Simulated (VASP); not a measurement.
Input of a VASP 6.6.1 run:

Contents of POSCAR:

```
ZnS
1.0
    0.0000000000      2.5310224672      2.5310224672
    2.5310224672      0.0000000000      2.5310224672
    2.5310224672      2.5310224672      0.0000000000
Zn S
1 1
Direct
    0.0000000000      0.0000000000      0.0000000000
    0.5000000000      0.5000000000      0.5000000000
```

File INCAR.step1:

```
SYSTEM = ZnS
PREC = Accurate
ENCUT = 520
EDIFF = 1E-5
ISMEAR = 0
SIGMA = 0.01
LREAL = .FALSE.
LASPH = .TRUE.
NELM = 100
ALGO = Normal
ISIF = 2
LWAVE = .TRUE.
LCHARG = .FALSE.
NBANDS = 16
GGA = PE
```

INCAR.step2

```
SYSTEM = ZnS
PREC = Accurate
ENCUT = 520
EDIFF = 1E-6
ISMEAR = 0
SIGMA = 0.01
LREAL = .FALSE.
LASPH = .TRUE.
NELM = 100
ALGO = Normal
ISIF = 2
LWAVE = .FALSE.
LCHARG = .FALSE.
GGA = PE
LHFCALC = .TRUE.
AEXX = 0.25
PRECFOCK = Normal
HFRCUT = -1
NBANDS = 16
ISTART = 1
```

KPOINTS

```
regular mesh
0
G
  6 6 6
  0 0 0
```

Potentials or basis: VASP PAW PBE potentials, release 64 (Zn, S).

Command:

```console
$ cat potpaw_PBE.64/Zn/POTCAR potpaw_PBE.64/S/POTCAR > POTCAR
$ cp INCAR.step1 INCAR
$ mpirun -np 1 vasp_std > vasp.out
$ cp INCAR.step2 INCAR
$ mpirun -np 1 vasp_std > vasp.out
```

Task: Estimate the pressure.

Result: 0.8 GPa.

Task: Estimate the band gap on the k mesh.

Result: 1.37 eV, indirect (least direct gap 4.11 eV).

Caveat: the PAW data sets were made with another functional, which shifts forces and pressure a little. A k mesh can miss the band edges.
